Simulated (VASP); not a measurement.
Wanted: the native input for a VASP 6.6.1 run.

* Task: single point
* Functional: PBE
* Dispersion: D3(BJ)
* Potentials or basis: VASP PAW PBE potentials, release 64 (Li_sv)
* Cutoff: 520 eV
* k mesh: 18 × 18 × 18
* Occupations: gaussian, width 0.1 eV
* Spin: no spin polarisation
* Dipole correction: no
* Further INCAR settings: ALGO = Normal; EDIFF = 1e-06; NBANDS = 8

The structure of Li lies in POSCAR:

```
Li
1.0
   -1.6618312032      1.6618312032      1.6618312032
    1.6618312032     -1.6618312032      1.6618312032
    1.6618312032      1.6618312032     -1.6618312032
Li
1
Direct
    0.0000000000      0.0000000000      0.0000000000
```

One way to write it, as run:

INCAR

```
SYSTEM = Li
PREC     = Accurate       ! precision mode
ENCUT    = 520            ! plane-wave cutoff, eV
EDIFF    = 1E-6           ! SCF threshold, eV
ISMEAR   = 0              ! smearing method
SIGMA    = 0.1            ! smearing width, eV
LREAL    = .FALSE.        ! projectors in reciprocal space
LASPH    = .TRUE.         ! aspherical terms in the spheres
NELM     = 80             ! most SCF steps
ALGO     = Normal         ! electronic algorithm
ISIF     = 2              ! what is computed and relaxed
LWAVE    = .FALSE.        ! write WAVECAR
LCHARG   = .FALSE.        ! write CHGCAR
GGA      = PE             ! functional
IVDW     = 12             ! dispersion correction
NBANDS   = 8              ! bands
```

KPOINTS

```
regular mesh
0
G
  18 18 18
  0 0 0
```

Potentials or basis: VASP PAW PBE potentials, release 64 (Li_sv).

The run is started by

```bash
$ cat potpaw_PBE.64/Li_sv/POTCAR > POTCAR
$ mpirun -np 1 vasp_std > vasp.out
```

It gave:

```
Band gap on the k mesh     : none (metal or under the smearing width)
Dispersion energy per atom : -0.187 eV
```

Run time: 10 s on 1 thread of Intel(R) Xeon(R) 6975P-C (Granite Rapids) (shared host), peak memory 0.15 GiB.
